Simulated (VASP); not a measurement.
# C (C2/m) in VASP: further runs

One crystal, C, is run at these levels: PBEsol, r2SCAN, TB-mBJ; tasks: band structure.

Program: VASP 6.6.1. These are calculated values, not measurements. Logs are shortened: lines on timing, memory, paths and dates and some standing lists are left out, and cuts for length are marked.

### Step 1. Starting point

It takes space group C2/m (No. 12, monoclinic). The conventional cell has a = 4.261 Å, b = 2.460 Å, c = 3.832 Å, α = 90.00°, β = 111.43°, γ = 90.00°. C (site symmetry m) has 3 C at 1.42 Å as nearest neighbours.

This is a stacking variant of graphite.

### Step 2. Band structure, PBEsol

Contents of INCAR:

```
SYSTEM = C
ALGO = Normal
EDIFF = 1E-6
ENCUT = 520
GGA = PS
ISIF = 2
ISMEAR = 0
LASPH = .TRUE.
LCHARG = .FALSE.
LREAL = .FALSE.
LWAVE = .FALSE.
NELM = 80
PREC = Accurate
SIGMA = 0.02
```

Contents of KPOINTS:

```
k-points
0
G
  16 16 10
  0 0 0
```

Contents of POSCAR:

```
C
1.0
    2.1303800000     -1.2299500000     -0.0056400000
    2.1303800000      1.2299500000     -0.0056400000
   -1.3903300000      0.0000000000      3.5706600000
C
2
Direct
    0.8333500000      0.8333500000      0.0000500000
    0.1666500000      0.1666500000      0.9999500000
```

Contents of KPOINTS_OPT:

```
path GYFLI,I1ZF1,YX1,XGN,MG
20
line-mode
reciprocal
 0.0000000000  0.0000000000  0.0000000000  G
 0.5000000000  0.5000000000 -1.0000000000  Y

 0.5000000000  0.5000000000 -1.0000000000  Y
 0.4178562564  0.4178562564 -1.1175005325  F

 0.4178562564  0.4178562564 -1.1175005325  F
 0.5000000000  0.5000000000 -0.5000000000  L

 0.5000000000  0.5000000000 -0.5000000000  L
 0.6928993664  0.3071006336 -0.5000000000  I

 0.3071006336 -0.3071006336  0.5000000000  I1
 0.0000000000  0.0000000000  0.5000000000  Z

 0.0000000000  0.0000000000  0.5000000000  Z
 0.5821437436  0.5821437436  0.1175005325  F1

 0.5000000000  0.5000000000 -1.0000000000  Y
 0.6130621144  0.3869378856 -1.0000000000  X1

 0.3869378856 -0.3869378856  0.0000000000  X
 0.0000000000  0.0000000000  0.0000000000  G

 0.0000000000  0.0000000000  0.0000000000  G
 0.5000000000  0.0000000000 -0.5000000000  N

 0.5000000000  0.0000000000  0.0000000000  M
 0.0000000000  0.0000000000  0.0000000000  G
```

Potentials or basis: VASP PAW PBE potentials, release 64 (C).

Command:

```
> cat potpaw_PBE.64/C/POTCAR > POTCAR
> mpirun -np 1 vasp_std > vasp.out
```

OUTCAR:

```text
SYSTEM = C
   EDIFF = 1E-6
   ENCUT = 520
   GGA = PS
   ISIF = 2
   ISMEAR = 0
   LASPH = .TRUE.
   LREAL = .FALSE.
   NELM = 80
   PREC = Accurate

 ion  position               nearest neighbor table
   1  0.833  0.833  0.000-   2 1.42   2 1.42   2 1.42
   2  0.167  0.167  1.000-   1 1.42   1 1.42   1 1.42

  LATTYP: Found a base centered monoclinic cell.
 ALAT       =     4.2607749314
 B/A-ratio  =     0.5773362920
 C/A-ratio  =     0.8993181089
 COS(beta)  =    -0.3653063877

  Lattice vectors:

 A1 = (   2.1303800000,  -1.2299500000,  -0.0056400000)
 A2 = (   2.1303800000,   1.2299500000,  -0.0056400000)
 A3 = (  -1.3903300000,   0.0000000000,   3.5706600000)

Analysis of symmetry for initial positions (statically):
=====================================================================
 Subroutine PRICEL returns:
 Original cell was already a primitive cell.

 Routine SETGRP: Setting up the symmetry group for a
 base centered monoclinic supercell.

 Subroutine GETGRP returns: Found  4 space group operations
 (whereof  4 operations were pure point group operations)
 out of a pool of  4 trial point group operations.

The static configuration has the point symmetry C_2h.

Analysis of symmetry for dynamics (positions and initial velocities):
=====================================================================
 Subroutine PRICEL returns:
 Original cell was already a primitive cell.

 Routine SETGRP: Setting up the symmetry group for a
 base centered monoclinic supercell.

 Subroutine GETGRP returns: Found  4 space group operations
 (whereof  4 operations were pure point group operations)
 out of a pool of  4 trial point group operations.

The dynamic configuration has the point symmetry C_2h.

 Subroutine INISYM returns: Found  4 space group operations
 (whereof  4 operations are pure point group operations),
 and found     1 'primitive' translations

----------------------------------------------------------------------------------------

                                     Primitive cell

  volume of cell :      18.6928

  direct lattice vectors                    reciprocal lattice vectors
     2.130380000 -1.229950000 -0.005640000     0.234942100 -0.406520590  0.091480861
     2.130380000  1.229950000 -0.005640000     0.234942100  0.406520590  0.091480861
    -1.390330000  0.000000000  3.570660000     0.000742201  0.000000000  0.280349264

  length of vectors
     2.459944665  2.459944665  3.831792054     0.478357114  0.478357114  0.280350247

  position of ions in fractional coordinates (direct lattice)
     0.833350000  0.833350000  0.000050000
     0.166650000  0.166650000  0.999950000

  ion indices of the primitive-cell ions
   primitive index   ion index
                 1           1
                 2           2

----------------------------------------------------------------------------------------

 KPOINTS: k-points

Automatic generation of k-mesh.
 Grid dimensions read from file:
 generate k-points for:   16   16   10

 Generating k-lattice:

  Cartesian coordinates                     Fractional coordinates (reciprocal lattice)
     0.014683881 -0.025407537  0.005717554     0.062500000 -0.000000000  0.000000000
     0.014683881  0.025407537  0.005717554    -0.000000000  0.062500000  0.000000000
     0.000074220  0.000000000  0.028034926    -0.000000000 -0.000000000  0.100000000

  Length of vectors
     0.029897320  0.029897320  0.028035025

  Shift w.r.t. Gamma in fractional coordinates (k-lattice)
     0.000000000  0.000000000  0.000000000

 Subroutine IBZKPT returns following result:
 ===========================================

 Found    690 irreducible k-points:

 Following reciprocal coordinates:
            Coordinates               Weight
  0.000000  0.000000  0.000000      1.000000
  0.062500  0.000000  0.000000      4.000000
  0.125000  0.000000  0.000000      4.000000
  0.187500  0.000000  0.000000      4.000000
  0.250000  0.000000  0.000000      4.000000
  0.312500  0.000000 -0.000000      4.000000
[... 16 lines left out ...]
 -0.125000  0.062500  0.000000      4.000000
 -0.062500  0.062500  0.000000      2.000000
 [... further k-points ...]
   k-points           NKPTS =    690   k-points in BZ     NKDIM =    690   number of bands    NBANDS=      8
   number of dos      NEDOS =    301   number of ions     NIONS =      2
   total plane-waves  NPLWV =   9072
   dimension x,y,z NGX =    18 NGY =   18 NGZ =   28
   dimension x,y,z NGXF=    36 NGYF=   36 NGZF=   56
   ions per type =               2
   NGX,Y,Z   is equivalent  to a cutoff of  12.16, 12.16, 12.15 a.u.
   NGXF,Y,Z  is equivalent  to a cutoff of  24.33, 24.33, 24.30 a.u.
 SYSTEM =  C
   PREC   = accura    normal or accurate (medium, high low for compatibility)
   ISTART =      0    job   : 0-new  1-cont  2-samecut
   ICHARG =      2    charge: 1-file 2-atom 10-const
   ISPIN  =      1    spin polarized calculation?
   LNONCOLLINEAR =      F non collinear calculations
   LSORBIT =      F    spin-orbit coupling
   LASPH  =      T    aspherical Exc in radial PAW
   ENCUT  =  520.0 eV  38.22 Ry    6.18 a.u.   4.57  4.57  7.12*2*pi/ulx,y,z
   NELM   =     80;   NELMIN=  2; NELMDL= -5     # of ELM steps
   EDIFF  = 0.1E-05   stopping-criterion for ELM
   LREAL  =      F    real-space projection
   EDIFFG = 0.1E-04   stopping-criterion for IOM
   NSW    =      0    number of steps for IOM
   IBRION =     -1    ionic relax: 0-MD 1-quasi-New 2-CG
   NFREE  =      0    steps in history (QN), initial steepest desc. (CG)
   ISIF   =      2    stress and relaxation
   ISYM   =      2    0-nonsym 1-usesym 2-fastsym
   POTIM  = 0.5000    time-step for ionic-motion
   TEBEG  =    0.0;   TEEND  =   0.0 temperature during run
   PSTRESS=    0.0 pullay stress
   NELECT =       8.0000    total number of electrons
   NUPDOWN=      -1.0000    fix difference up-down
   EMIN   =  10.00;   EMAX   =-10.00  energy-range for DOS
   EFERMI =   0.00;   METHOD = LEGACY
   ISMEAR =     0;   SIGMA  =   0.02  broadening in eV -4-tet -1-fermi 0-gaus
   EFERMI_NEDOS =   21; number of points for ismear=-14 and -15
   IALGO  =     38    algorithm
   IMIX   =      4    mixing-type and parameters
     AMIX     =   0.40;   BMIX     =  1.00
     AMIX_MAG =   1.60;   BMIX_MAG =  1.00
  volume/ion in A,a.u.               =       9.35        63.07
  Fermi-wavevector in a.u.,A,eV,Ry     =   1.233710  2.331374 20.708620  1.522041
  Thomas-Fermi vector in A             =   2.368429
   LORBIT       =      0    0 simple, 1 ext, 2 COOP (PROOUT), +10 PAW based schemes
   GGA     = PS    functional components
   LHFCALC =     F    Hartree Fock is set to
   AEXX    =    0.0000 exact exchange contribution
   IVDW    =     0    specifies the selected vdW correction
   LEPSILON=     F    determine dielectric tensor
   LRPA    =     F    only Hartree local field effects (RPA)
 non-spin polarized calculation
 Gauss-broadening in eV      SIGMA  =   0.02
  energy-cutoff  :      520.00
  volume of cell :       18.69
 maximum number of plane-waves:       519
   NGX =  9   NGY =  9   NGZ = 15

 number of electron       7.9999999 magnetization

 Free energy of the ion-electron system (eV)
  ---------------------------------------------------
  ext. energy  EPLUGINS =         0.00000000
  ---------------------------------------------------
  free energy    TOTEN  =       -19.29084380 eV

  energy without entropy =      -19.29084380  energy(sigma->0) =      -19.29084380

 E-fermi :   3.9601     XC(G=0): -10.1275

 val. band max:        3.8289480995   @ k =  -0.3125   0.3125   0.0000
 cond. band min:       4.5061034605   @ k =  -0.3125   0.3750   0.3000
 fundamental gap:      0.6771553611
 Fermi energy:         3.9600987663

 k-point     1 :       0.0000    0.0000    0.0000
  band No.  band energies     occupation
      1     -15.5008      2.00000
      2      -2.8037      2.00000
      3       1.1385      2.00000
      4       1.1388      2.00000
      5       7.7217      0.00000
      6      12.4830      0.00000
      7      12.4841      0.00000
      8      15.6079      0.00000

 k-point     2 :       0.0625    0.0000    0.0000
  band No.  band energies     occupation
      1     -15.4067      2.00000
      2      -2.7030      2.00000
      3       0.7636      2.00000
      4       0.9401      2.00000
      5       7.8546      0.00000
      6      12.5335      0.00000
      7      12.8852      0.00000
      8      15.2774      0.00000

 k-point     3 :       0.1250    0.0000    0.0000
  band No.  band energies     occupation
      1     -15.1250      2.00000
      2      -2.4021      2.00000
      3      -0.2469      2.00000
      4       0.4277      2.00000
      5       8.2531      0.00000
      6      12.5785      0.00000
      7      13.9995      0.00000
      8      14.3575      0.00000

 k-point     4 :       0.1875    0.0000    0.0000
  band No.  band energies     occupation
      1     -14.6576      2.00000
      2      -1.9052      2.00000
      3      -1.6597      2.00000
      4      -0.2302      2.00000
      5       8.9135      0.00000
      6      12.4875      0.00000
      7      13.0167      0.00000
      8      15.6378      0.00000

 k-point     5 :       0.2500    0.0000    0.0000
  band No.  band energies     occupation
      1     -14.0080      2.00000
      2      -3.2703      2.00000
      3      -1.2211      2.00000
      4      -0.8919      2.00000
      5       9.8195      0.00000
      6      11.4053      0.00000
      7      12.3133      0.00000
      8      17.6152      0.00000
[... 177 lines left out ...]
 k-point    22 :      -0.1875    0.0625    0.0000
  band No.  band energies     occupation
      1     -14.2919      2.00000
      2      -2.4766      2.00000
      3      -1.4526      2.00000
      4      -0.8360      2.00000
      5       9.2959      0.00000
      6      12.0335      0.00000
      7      12.7846      0.00000
      8      16.1591      0.00000

 k-point    23 :      -0.1250    0.0625    0.0000
  band No.  band energies     occupation
      1     -14.8485      2.00000
      2      -2.0614      2.00000
      3      -1.0190      2.00000
      4      -0.1224      2.00000
      5       8.5516      0.00000
      6      12.8227      0.00000
      7      13.5250      0.00000
      8      14.6226      0.00000

 k-point    24 :      -0.0625    0.0625    0.0000
  band No.  band energies     occupation
      1     -15.2210      2.00000
      2      -2.4806      2.00000
      3       0.1149      2.00000
      4       0.5406      2.00000
      5       8.0696      0.00000
      6      12.6849      0.00000
      7      13.5181      0.00000
      8      14.6499      0.00000

 [... further k-points ...]

------------------------ aborting loop because EDIFF is reached ----------------------------------------

  FORCE on cell =-STRESS in cart. coord.  units (eV):
  Direction    XX          YY          ZZ          XY          YZ          ZX
  --------------------------------------------------------------------------------------
  -------------------------------------------------------------------------------------
  Total        0.0492090      0.0496915      0.0249296      0.0000000      0.0000000     -0.0015816
  in kB        4.2177398      4.2590957      2.1367314      0.0000000      0.0000000     -0.1355638
  external PRESSURE =       3.5378556 kB  Pullay stress =       0.0000000 kB

 VOLUME and BASIS-vectors are now :
 -----------------------------------------------------------------------------
  energy-cutoff  :      520.00
  volume of cell :       18.69
      direct lattice vectors                 reciprocal lattice vectors
     2.130380000 -1.229950000 -0.005640000     0.234942100 -0.406520590  0.091480861
     2.130380000  1.229950000 -0.005640000     0.234942100  0.406520590  0.091480861
    -1.390330000  0.000000000  3.570660000     0.000742201  0.000000000  0.280349264

 POSITION                                       TOTAL-FORCE (eV/Angst)
 -----------------------------------------------------------------------------------
      3.55063      0.00000     -0.00922        -0.000117      0.000000     -0.000192
     -0.68020      0.00000      3.56860         0.000117      0.000000      0.000192
 -----------------------------------------------------------------------------------
    total drift:                               -0.000000      0.000000      0.000000

  FREE ENERGIE OF THE ION-ELECTRON SYSTEM (eV)
  ---------------------------------------------------
  free  energy   TOTEN  =       -19.2908437983 eV

  energy  without entropy=      -19.2908437983  energy(sigma->0) =      -19.29084380
```

It took 55 s on 1 thread of Intel Xeon Platinum 8488C (Sapphire Rapids), shared host; peak memory 0.24 GiB.

Results:

```yaml
Free_energy: -19.2908 eV
Pressure: 0.4 GPa
Band_gap_along_the_path: 0.06 eV, direct
```

Stress tensor (GPa, compression positive):
```
 0.42  0.00 -0.01
 0.00  0.43  0.00
-0.01  0.00  0.21
```

Levels at the corners of the path, in eV from the valence-band top:
```
point  band 2  band 3  band 4  band 5  band 6  band 7
    Γ   -6.92   -2.98   -2.98    3.61    8.37    8.37
    Y  -13.24   -6.42   -2.61    1.37    7.31   12.65
    Y  -13.24   -6.42   -2.61    1.37    7.31   12.65
    F  -11.70   -6.25   -2.98    2.41    7.45    9.58
    F  -11.70   -6.25   -2.98    2.41    7.45    9.58
    L  -13.29   -6.38   -2.13    1.90    7.56   11.45
    L  -13.29   -6.38   -2.13    1.90    7.56   11.45
    I  -11.99  -10.38   -1.15    1.01   10.37   13.10
   I1  -11.99  -10.38   -1.15    1.01   10.37   13.10
    Z   -8.38   -2.99   -2.99    8.34    8.34    8.99
    Z   -8.38   -2.99   -2.99    8.34    8.34    8.99
   F1  -11.70   -6.25   -2.98    2.41    7.45    9.58
    Y  -13.24   -6.42   -2.61    1.37    7.31   12.65
   X1  -12.53   -9.37   -1.50    1.10   10.88   11.26
    X  -12.53   -9.37   -1.50    1.10   10.88   11.26
    Γ   -6.92   -2.98   -2.98    3.61    8.37    8.37
    Γ   -6.92   -2.98   -2.98    3.61    8.37    8.37
    N  -13.24   -6.42   -2.63    1.35    7.31   12.70
    M  -13.29   -6.39   -2.11    1.93    7.56   11.40
    Γ   -6.92   -2.98   -2.98    3.61    8.37    8.37
```

Caveat: the PAW data sets were made with another functional, which shifts forces and pressure a little; this functional lacks dispersion, which binds the layers, so the pressure and a relaxed spacing across them are unreliable.

### Step 3. Band structure, r2SCAN

INCAR, as its differences from that of step 2:

```diff
@@ -4,3 +4,2 @@
 ENCUT = 520
-GGA = PS
 ISIF = 2
@@ -9,4 +8,6 @@
 LCHARG = .FALSE.
+LMIXTAU = .TRUE.
 LREAL = .FALSE.
 LWAVE = .FALSE.
+METAGGA = R2SCAN
 NELM = 80
```

KPOINTS is that of step 2.

POSCAR is that of step 2.

KPOINTS_OPT is that of step 2.

Potentials or basis: VASP PAW PBE potentials, release 64 (C).

Command:

```
> cat potpaw_PBE.64/C/POTCAR > POTCAR
> mpirun -np 1 vasp_std > vasp.out
```

Run time: 5.2 min. Hardware: 1 thread of Intel Xeon Platinum 8488C (Sapphire Rapids), shared host; peak memory 0.24 GiB.

The run converged. Its results:

```yaml
Free_energy: -19.8770 eV
Pressure: -0.7 GPa
Largest_force: 0.005 eV/Å
Band_gap_along_the_path: 0.05 eV, direct
```

Forces in eV/Å, atoms in the order of the input:
```
C    0.000  0.000 -0.005
C    0.000  0.000  0.005
```

Stress tensor (GPa, compression positive):
```
-0.99  0.00 -0.01
 0.00 -0.99  0.00
-0.01  0.00 -0.24
```

Levels at the corners of the path, in eV from the valence-band top:
| point | band 1 | band 2 | band 3 | band 4 | band 5 | band 6 | band 7 | band 8 |
| --- | --- | --- | --- | --- | --- | --- | --- | --- |
| Γ | -20.90 | -7.32 | -3.21 | -3.21 | 3.94 | 8.71 | 8.71 | 12.38 |
| Y | -15.27 | -14.03 | -6.83 | -2.77 | 1.50 | 7.59 | 13.37 | 14.81 |
| Y | -15.27 | -14.03 | -6.83 | -2.77 | 1.50 | 7.59 | 13.37 | 14.81 |
| F | -16.61 | -12.49 | -6.66 | -3.17 | 2.59 | 7.74 | 10.13 | 16.30 |
| F | -16.61 | -12.49 | -6.66 | -3.17 | 2.59 | 7.74 | 10.13 | 16.30 |
| L | -15.33 | -14.08 | -6.80 | -2.27 | 2.05 | 7.85 | 12.07 | 12.53 |
| L | -15.33 | -14.08 | -6.80 | -2.27 | 2.05 | 7.85 | 12.07 | 12.53 |
| I | -14.20 | -12.91 | -10.89 | -1.21 | 1.07 | 10.97 | 13.81 | 13.95 |
| I1 | -14.20 | -12.91 | -10.89 | -1.21 | 1.07 | 10.97 | 13.81 | 13.95 |
| Z | -20.72 | -8.79 | -3.22 | -3.22 | 8.68 | 8.68 | 9.63 | 12.53 |
| Z | -20.72 | -8.79 | -3.22 | -3.22 | 8.68 | 8.68 | 9.63 | 12.53 |
| F1 | -16.61 | -12.49 | -6.66 | -3.17 | 2.59 | 7.74 | 10.13 | 16.30 |
| Y | -15.27 | -14.03 | -6.83 | -2.77 | 1.50 | 7.59 | 13.37 | 14.81 |
| X1 | -14.44 | -13.36 | -9.91 | -1.59 | 1.18 | 11.52 | 11.81 | 15.57 |
| X | -14.44 | -13.36 | -9.91 | -1.59 | 1.18 | 11.52 | 11.81 | 15.57 |
| Γ | -20.90 | -7.32 | -3.21 | -3.21 | 3.94 | 8.71 | 8.71 | 12.38 |
| Γ | -20.90 | -7.32 | -3.21 | -3.21 | 3.94 | 8.71 | 8.71 | 12.38 |
| N | -15.27 | -14.03 | -6.83 | -2.79 | 1.48 | 7.59 | 13.42 | 14.94 |
| M | -15.34 | -14.08 | -6.80 | -2.25 | 2.08 | 7.85 | 12.02 | 12.45 |
| Γ | -20.90 | -7.32 | -3.21 | -3.21 | 3.94 | 8.71 | 8.71 | 12.38 |

Caveat: the PAW data sets were made with another functional, which shifts forces and pressure a little.

(Continued in part 2 of 2.)
